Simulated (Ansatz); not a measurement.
# BaTiO3: the cost of one run

Computed with Ansatz 0.2.0 (DFT r2SCAN, scalar-relativistic, plane waves, PAW, unless a step's input says otherwise).

## (1) Starting point

The structure is trigonal, space group R3m (No. 160). The conventional cell has a = 5.680 Å, b = 5.680 Å, c = 6.994 Å, α = 90.00°, β = 90.00°, γ = 120.00°. Around Ba (site symmetry 3m) lie 12 O at 2.78 to 2.93 Å. Around Ti (site symmetry 3m) lie 6 O at 1.87 to 2.16 Å. Around O (site symmetry m) lie 2 Ti at 1.87 to 2.16 Å.

Coordinates:

```
Ba Ti O
1.0
     2.84005    1.63971    2.33143
    -2.84005    1.63971    2.33143
     0.00000   -3.27941    2.33143
Ba Ti O
1 1 3
Direct
  0.00279 0.00279 0.00279
  0.51625 0.51625 0.51625
  0.48975 0.48975 0.98016
  0.48975 0.98016 0.48975
  0.98016 0.48975 0.48975
```

It is the result of an earlier relaxation at this level (volume 13.03 Å³/atom; gap on the mesh: 2.87 eV).

## (2) Volume × 0.97

Input file input.yaml:

```yaml
crystal:
  lattice:
    - [2.8113643105, 1.6231419415, 2.3078813883]
    - [-2.8113643105, 1.6231419415, 2.3078813883]
    - [0.0, -3.2462838829, 2.3078813883]
  atoms:
    - { symbol: Ba, position: [0.0027851058, 0.0027851058, 0.0027851058] }
    - { symbol: Ti, position: [0.5162478475, 0.5162478475, 0.5162478475] }
    - { symbol: O, position: [0.4897536546, 0.4897536546, 0.9801597375] }
    - { symbol: O, position: [0.4897536546, 0.9801597375, 0.4897536546] }
    - { symbol: O, position: [0.9801597375, 0.4897536546, 0.4897536546] }
basis:
  ecutwfc: 500
kpoints:
  mp_grid: { grid: [6, 6, 6] }
hamiltonian:
  xc: r2scan
scf:
  occupations: { method: gaussian, width: 0.02 }
output:
  forces: true
  stress: true
  eigenvalues: true
relax:
  adjacent_minimum: "off"
  f_tol: 0.01
  max_steps: 30
  cell: { stress_tol: 0.1, fix: [volume] }
```

Command:

```console
$ ansatz run input.yaml --threads 1 --pin off --max-ram 2560MiB --backend cpu --events-out ev --progress --plain --runs-dir out
```

Q: Estimate wall time and peak memory on 1 thread of an x86-64 CPU, shared host.

About 36 s, with a peak of 0.54 GiB.
